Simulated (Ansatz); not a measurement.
# Ag (Fm-3m) in Ansatz: settings compared

The runs below take Ag through relaxation of cell and atoms, single point, with BLYP+D3(BJ), B3LYP.

Program: Ansatz 0.2.0. These are calculated values, not measurements. Logs are shortened: lines on timing, memory, paths and dates and some standing lists are left out, and cuts for length are marked.

## 1. Starting point

The structure is cubic, space group Fm-3m (No. 225). The conventional cell has a = 4.085 Å, b = 4.085 Å, c = 4.085 Å, α = 90.00°, β = 90.00°, γ = 90.00°. Ag (site symmetry m-3m) is surrounded by 12 Ag at 2.89 Å.

## 2. Relaxation of cell and atoms, BLYP+D3(BJ)

File input.yaml:

```yaml
crystal:
  lattice:
    - [0.0, 2.04275, 2.04275]
    - [2.04275, 0.0, 2.04275]
    - [2.04275, 2.04275, 0.0]
  atoms:
    - { symbol: Ag, position: [0.0, 0.0, 0.0] }
hamiltonian:
  xc: blyp
  pseudopotentials: { kind: paw }
  dispersion: d3bj
kpoints:
  mp_grid: { grid: [11, 11, 11] }
scf:
  occupations: { method: fermi_dirac, width: 0.05 }
output:
  forces: true
  stress: true
relax:
  f_tol: 0.01
  max_steps: 40
  cell: { stress_tol: 0.05 }
```

Potentials or basis: Ansatz PAW.

Launch:

```bash
$ ansatz run input.yaml --threads 2 --pin off --max-ram 5632MiB --backend cpu --events-out ev --progress --plain --runs-dir out
```

The program printed:

```text
Warning: RAYON_NUM_THREADS=2 ignored (pool sized by the plan → 2); use --threads N
Engine: ansatz 0.2.0, aarch64-unknown-linux-gnu
Pseudopotentials: kind: paw
Pseudopotential: Ag, paw, valence charge 19, recommended cutoff 420 eV (normal), Ag.paw.azcp
Functional definition: BLYP
  parameter beta = 0.0042
  parameter a = 0.04918
  parameter b = 0.132
  parameter c = 0.2533
  parameter d = 0.349
  exchange = b88_x(beta = beta)
  correlation = lyp_c(a = a, b = b, c = c, d = d)
Crystal: 1 atoms, lattice volume = 17.048 Å³
Basis set: ecut = 420 eV, 331 PW (Γ), exchange–correlation on 40×40×40 points (8 copies of the dense FFT grid, shifted against one another)
Bands: 14, of which v1, the nominal top of the filled ones, is band 10 counted from 1 (9 counted from 0)
Symmetry: 48 space group operations
Space group: Fm-3m (ITA 225), of the structure as read, at distance tolerance 2.6e-5 Å
k-points: 56 of 1331
Non-local potential: Ag, projectors of the file, l = 0: 3, l = 1: 2, l = 2: 2, l = 3: 1
PAW form: soft (Blöchl's): semilocal exchange-correlation on the pseudo side does not see the compensation charge
PAW frozen core: Ag, regenerated for the run's functional, and the local potential with it (the file was generated under x = pbe(κ = 0.804, μ = 0.2195149727645171), c = pbe(β = 0.06672455060314922))
PAW one-centre angular grid: Ag, 590 points (default); XC on 64 Gauss nodes
Initial density: superposition of atomic densities (neutral atoms: chi_scale 0, normalization atom), corrected by the library's trained network
Initial wavefunctions: pseudopotential atomic-orbital guess
Functional: x = b88, c = lyp
SCF iter   1: F=—  HF=-7607.023959 eV  |F-HF|=—  |Δ(HF+E_count)|=         —  Δρ=6.32e-3  dr2=5.96e-3  ethr=1.77e-3  ⟨swp⟩=4.6  Hψ=3989  notcnv=0
preconditioner: auto → none  [insulator: Δε(μ)=0.398 eV  Ē_g=16.397 eV  σ=0.050 eV  W_gap=0.61  n_scr=8 (ndim 8)  ℏωp=29.8 eV  f_vac=0.000  D(μ)=0.48/eV (n_scr^D=0)  ε∞_Penn≈4.3]
SCF iter   2: F=—  HF=-7607.023747 eV  |F-HF|=—  |Δ(HF+E_count)|=   2.12e-4  Δρ=3.53e-3  dr2=9.55e-4  ethr=3.14e-5  ⟨swp⟩=2.4  Hψ=1640  notcnv=0  defer=10
SCF iter   3: F=—  HF=-7607.023663 eV  |F-HF|=—  |Δ(HF+E_count)|=   8.40e-5  Δρ=1.51e-3  dr2=2.14e-4  ethr=5.03e-6  ⟨swp⟩=2.4  Hψ=1213  notcnv=0  defer=10
SCF iter   4: F=—  HF=-7607.023723 eV  |F-HF|=—  |Δ(HF+E_count)|=   5.92e-5  Δρ=5.94e-4  dr2=3.38e-5  ethr=1.12e-6  ⟨swp⟩=1.0  Hψ=772  notcnv=0  defer=10
SCF iter   5: F=—  HF=-7607.023730 eV  |F-HF|=—  |Δ(HF+E_count)|=   7.63e-6  Δρ=1.13e-4  dr2=1.15e-6  ethr=1.78e-7  ⟨swp⟩=2.5  Hψ=1072  notcnv=0  defer=10
SCF iter   6: F=-7607.023731 eV  HF=-7607.023731 eV  |F-HF|=4.23e-9  |Δ(HF+E_count)|=   5.23e-7  Δρ=1.13e-5  dr2=1.23e-8  ethr=5.26e-10  ⟨swp⟩=2.5  Hψ=2654  notcnv=0
SCF 1 converged in 6 iterations: F = -7607.023731 eV  dr2 = 1.23e-8
[... 16 lines left out ...]
SCF iter   2: F=—  HF=-7607.024362 eV  |F-HF|=—  |Δ(HF+E_count)|=   1.80e-5  Δρ=3.94e-4  dr2=1.36e-5  ethr=3.22e-7  ⟨swp⟩=2.1  Hψ=1142  notcnv=0
SCF iter   3: F=—  HF=-7607.024358 eV  |F-HF|=—  |Δ(HF+E_count)|=   4.38e-6  Δρ=1.10e-4  dr2=1.01e-6  ethr=7.18e-8  ⟨swp⟩=2.4  Hψ=1203  notcnv=0
SCF iter   4: F=-7607.024358 eV  HF=-7607.024358 eV  |F-HF|=1.41e-9  |Δ(HF+E_count)|=   2.61e-7  Δρ=9.65e-6  dr2=5.40e-9  ethr=5.26e-10  ⟨swp⟩=2.6  Hψ=2749  notcnv=0
SCF 3 converged in 4 iterations: F = -7607.024358 eV  dr2 = 5.40e-9
relax step   3: F+E_penalty+E_count = -7607.02435771 eV  Δ(F+E_penalty+E_count) = -2.682e-4 eV  max|allowed force component| = 0.000e0 eV/Å  Δτ_max = 0.0000 Å  P = -0.021 GPa  Ω = 16.882 Å³  energy of the carried Pulay correction = +6.617e-5 eV  (4 SCF iters, dr2 threshold 1.00e-7 eV, accepted)
Initial wavefunctions: pseudopotential atomic-orbital guess (no wavefunctions were taken with the density)
iter 1 solved again at ethr=2.88e-8 eV; its pass at ethr=3.10e-3 eV (dr2=5.47e-6 eV) is discarded
SCF iter   1: F=—  HF=-7607.024280 eV  |F-HF|=—  |Δ(HF+E_count)|=         —  Δρ=2.88e-5  dr2=2.04e-8  ethr=2.88e-8  ⟨swp⟩=3.0  Hψ=5982  notcnv=0
preconditioner: auto → none  [insulator: Δε(μ)=0.370 eV  Ē_g=16.458 eV  σ=0.050 eV  W_gap=0.54  n_scr=8 (ndim 8)  ℏωp=30.0 eV  f_vac=0.000  D(μ)=0.46/eV (n_scr^D=0)  ε∞_Penn≈4.3]
SCF iter   2: F=—  HF=-7607.024285 eV  |F-HF|=—  |Δ(HF+E_count)|=   4.34e-6  Δρ=1.46e-5  dr2=7.47e-9  ethr=1.08e-10  ⟨swp⟩=2.3  Hψ=1221  notcnv=0
SCF iter   3: F=—  HF=-7607.024285 eV  |F-HF|=—  |Δ(HF+E_count)|=   6.70e-9  Δρ=5.44e-6  dr2=1.71e-9  ethr=3.93e-11  ⟨swp⟩=2.1  Hψ=1079  notcnv=0
SCF iter   4: F=-7607.024285 eV  HF=-7607.024285 eV  |F-HF|=2.73e-12  |Δ(HF+E_count)|=  4.62e-10  Δρ=3.92e-7  dr2=7.71e-12  ethr=1.00e-12  ⟨swp⟩=3.9  Hψ=3509  notcnv=0
SCF 4 converged in 4 iterations: F = -7607.024285 eV  dr2 = 7.71e-12
relax step   4: F+E_penalty+E_count = -7607.02428481 eV  Δ(F+E_penalty+E_count) = +7.290e-5 eV  max|allowed force component| = 0.000e0 eV/Å  Δτ_max = 0.0000 Å  P = -0.018 GPa  Ω = 16.882 Å³  stress off target by 1.84e-2 GPa  SCF on the basis re-selected at this cell (its energy is not comparable with the rows above)  (4 SCF iters)
basis re-selected at this cell: Δ(F+E_penalty+E_count) = +7.290e-5 eV, ΔP = +0.003 GPa vs the last step (what re-selecting the basis moved, of the pressure what is left beyond the Pulay correction that the steps carried, after the strain that the cell walked since its last selection, with what the two solves' SCF thresholds leave and, on support functions, any second-order correction that the steps lacked; it is no measure of the basis error at this ecutwfc). This SCF's stress stands 1.84e-2 GPa from its target on what of the cell is left free (relax.cell.stress_tol is 5.00e-2 GPa) and its largest allowed force component is 0.00e0 eV/Å (relax.f_tol is 1.00e-2 eV/Å): within both
SCF converged after 4 iterations
Free energy (F): -7607.024285 eV
Harris-Foulkes:  -7607.024285 eV  (|F-HF|=2.73e-12)
Internal energy: -7607.020830 eV  (E = F + TS)
E sigma→0 (E₀):  -7607.022557 eV
Entropy (-TS):   -0.003455 eV (-3.455 meV/atom)
Fermi energy:    18.406447 eV
--- Per-component energies (eV) ---
  E_band       = -222.021056
  E_kinetic    = 528.877632
  E_local      = -2178.766156  (includes V_loc(G=0)·N_el)
  E_nonlocal   = 77.721846
  E_hartree    = 995.396849
  E_xc         = -183.029157
  E_vxc        = -232.066081  (∫ρ·V_xc dr)
  E_paw        = -3919.602849  (= ΣΔE_a)
  E_vpaw       = -408.582319  (= ΣTr[D̂ρ^β])
  E_aug_tail   = 0.000295  (compensation charges beyond the density's cutoff)
  E_ewald      = -2926.344748
  E_disp       = -1.358242  (pairwise vdW)
  E_core_change = 0.083701  (= ΣΔE_core)
  E_smearing   = -0.003455  (= −TS)
  E_closure    = 0.000000  (closes the sum)
  Σ components = -7607.024285   (vs F -7607.024285, Δ=0.00e0)
--- Forces (eV/Å), atoms counted from 1 ---
  atom   1  Ag    -0.00000000    -0.00000000     0.00000000
  max |Σ_I F_I| component: 2.88e-32 eV/Å
--- Stress (GPa, compression-positive) ---
       -0.018440       0.000000       0.000000
        0.000000      -0.018440       0.000000
        0.000000       0.000000      -0.018440
  P = ⅓ Tr σ = -0.0184 GPa (-0.184 kbar)
--- Relaxed structure (3 steps of the walk, 3 accepted, 1 SCFs on fresh bases) ---
  F+E_penalty+E_count = -7607.02428481 eV   max|allowed force component| = 0.000e0 eV/Å   (the final SCF, on the basis selected at the relaxed cell)
  cell:  # Å, volume = 16.8822 Å³
    - [-1.1603913653039565e-34, 2.036103251103319, 2.036103251103319]
    - [2.036103251103319, -7.961518801399359e-35, 2.036103251103319]
    - [2.036103251103319, 2.036103251103319, -4.2793163557521547e-35]
  atoms:
    - { symbol: Ag, position: [0.0, 0.0, 0.0] }
```

Wall time 1.3 s (2 threads of Arm Neoverse V2, shared host); peak memory 0.27 GiB.

What came out:

```
Free energy                            : -7607.0243 eV
Relaxed volume                         : 16.88 Å³/atom
Relaxed cell                           : a = 2.879 Å, b = 2.879 Å, c = 2.879 Å, α = 60.00°, β = 60.00°, γ = 60.00°
Space group after relaxing (to 0.05 Å) : Fm-3m (No. 225)
Energy gained by relaxing              : 0.6 meV/atom
Ionic steps                            : 4
Pressure after relaxing                : 0.0 GPa
```

Step by step:
```csv
step,energy change (eV),largest force (eV/Å),volume (Å³)
1,0.0000,0.0000,17.05
2,-0.0004,0.0000,16.75
3,-0.0006,0.0000,16.88
4,-0.0006,0.0000,16.88
```

Final structure:
```cif
data_structure
_symmetry_space_group_name_H-M 'P 1'
_symmetry_Int_Tables_number 1
_cell_length_a 2.8795
_cell_length_b 2.8795
_cell_length_c 2.8795
_cell_angle_alpha 60.000
_cell_angle_beta 60.000
_cell_angle_gamma 60.000
_cell_volume 16.88
loop_
_atom_site_label
_atom_site_type_symbol
_atom_site_fract_x
_atom_site_fract_y
_atom_site_fract_z
_atom_site_occupancy
Ag1 Ag 0.00000 0.00000 0.00000 1
```

Caveat: the plane-wave basis is chosen anew once the cell has moved, so the energies of steps on either side of that aren't comparable; the PAW data sets come from PBE, with cores solved anew for the run's functional, which leaves a small shift of forces and pressure.

## 3. Single point, B3LYP

File input.yaml:

```yaml
crystal:
  lattice:
    - [0.0, 2.04275, 2.04275]
    - [2.04275, 0.0, 2.04275]
    - [2.04275, 2.04275, 0.0]
  atoms:
    - { symbol: Ag, position: [0.0, 0.0, 0.0] }
hamiltonian:
  xc: b3lyp
  pseudopotentials: { kind: paw }
kpoints:
  mp_grid: { grid: [6, 6, 6] }
scf:
  occupations: { method: fermi_dirac, width: 0.05 }
output:
  forces: true
  stress: true
  eigenvalues: true
```

Potentials or basis: Ansatz PAW.

Launch:

```bash
$ ansatz run input.yaml --threads 2 --pin off --max-ram 5632MiB --backend cpu --events-out ev --progress --plain --runs-dir out
```

It took 9 s on 2 threads of Arm Neoverse V1, shared host; peak memory 0.56 GiB.

It converged, with:

* Free energy: -7603.7036 eV
* Pressure: 12.0 GPa
* Band gap on the k mesh: none (metal or under the smearing width)

Levels at points of the mesh, in eV from the Fermi level:
```csv
k point,band 8,band 9,band 10,band 11,band 12,band 13
"(0.00, 0.00, 0.00)",-5.93,-4.86,-4.86,17.45,21.01,21.01
"(0.00, 0.00, -0.50)",-3.95,-3.95,0.31,4.58,16.72,19.32
"(0.00, -0.50, -0.50)",-3.70,-3.70,2.54,8.00,12.02,12.02
```

Caveat: the k mesh is coarse (spacing up to 0.44 Å⁻¹), so the values aren't converged, least of all with exact exchange; the PAW data sets come from PBE, with cores solved anew for the run's functional, which leaves a small shift of forces and pressure; the thresholds are loose for stress.

## 4. Relaxation of cell and atoms, B3LYP

Edit input.yaml of step 3 so:

```diff
@@ -17,2 +17,5 @@
   stress: true
-  eigenvalues: true
+relax:
+  f_tol: 0.01
+  max_steps: 40
+  cell: { stress_tol: 0.05 }
```

Launch:

```bash
$ ansatz run input.yaml --threads 2 --pin off --max-ram 5632MiB --backend cpu --events-out ev --progress --plain --runs-dir out
```

Wall time 35 s (2 threads of Arm Neoverse V1, shared host); peak memory 0.61 GiB.

The run converged. Its results:

* Free energy: -7603.7758 eV
* Relaxed volume: 19.27 Å³/atom
* Relaxed cell: a = 3.009 Å, b = 3.009 Å, c = 3.009 Å, α = 60.00°, β = 60.00°, γ = 60.00°
* Space group after relaxing (to 0.05 Å): Fm-3m (No. 225)
* Energy gained by relaxing: 72.3 meV/atom
* Ionic steps: 7
* Pressure after relaxing: 0.0 GPa
* Band gap on the k mesh: none (metal or under the smearing width)

The path:
| step | energy change (eV) | largest force (eV/Å) | volume (Å³) |
| --- | --- | --- | --- |
| 1 | 0.0000 | 0.0000 | 17.05 |
| 2 | -0.0693 | 0.0000 | 19.66 |
| 3 | -0.0709 | 0.0000 | 19.38 |
| 4 | -0.0711 | 0.0000 | 19.28 |
| 5 | -0.0722 | 0.0000 | 19.28 |
| 6 | -0.0723 | 0.0000 | 19.27 |
| 7 | -0.0723 | 0.0000 | 19.27 |

Final structure:
```cif
data_structure
_symmetry_space_group_name_H-M 'P 1'
_symmetry_Int_Tables_number 1
_cell_length_a 3.0091
_cell_length_b 3.0091
_cell_length_c 3.0091
_cell_angle_alpha 60.000
_cell_angle_beta 60.000
_cell_angle_gamma 60.000
_cell_volume 19.27
loop_
_atom_site_label
_atom_site_type_symbol
_atom_site_fract_x
_atom_site_fract_y
_atom_site_fract_z
_atom_site_occupancy
Ag1 Ag 0.00000 0.00000 0.00000 1
```

Levels at points of the mesh, in eV from the Fermi level:
```
             k point  band 8  band 9  band 10  band 11  band 12
  (0.00, 0.00, 0.00)   -5.48   -4.62    -4.62    17.18    20.03
 (0.00, 0.00, -0.50)   -3.88   -3.88     0.69     3.94    16.44
(0.00, -0.50, -0.50)   -3.67   -3.67     2.69     7.09    11.41
```

Caveat: the k mesh is coarse (spacing up to 0.44 Å⁻¹), so the values aren't converged, least of all with exact exchange; the plane-wave basis is chosen anew once the cell has moved, so the energies of steps on either side of that aren't comparable; the volume moved by +13 % from the deposited cell, more than functionals usually miss; the PAW data sets come from PBE, with cores solved anew for the run's functional, which leaves a small shift of forces and pressure. Zero-point motion and thermal expansion aren't in these numbers.

## 5. The runs side by side

| task | level | cell | k mesh | mesh quality | gap on the mesh (eV) | pressure (GPa) | relaxed volume (Å³/atom) |
| --- | --- | --- | --- | --- | --- | --- | --- |
| relaxation of cell and atoms | BLYP+D3(BJ) | relaxed | 11 × 11 × 11 | not flagged | - | 0.0 | 16.88 |
| single point | B3LYP | as given | 6 × 6 × 6 | coarse | none | 12.0 | - |
| relaxation of cell and atoms | B3LYP | relaxed | 6 × 6 × 6 | coarse | none | 0.0 | 19.27 |

Alike in all rows: potentials or basis Ansatz PAW; no spin polarisation; cutoff (eV) 420; smearing fermi-dirac 0.05 eV.

Caveats: some runs use coarse meshes; the PAW data sets come from PBE, with cores solved anew for the run's functional, which leaves a small shift of forces and pressure; the plane-wave basis is chosen anew once the cell has moved, so the energies of steps on either side of that aren't comparable (some runs); the thresholds are loose for stress (some runs); the volume moved by +13 % from the deposited cell, more than functionals usually miss (some runs).

Absolute energies hang on the potentials; compare differences alone.
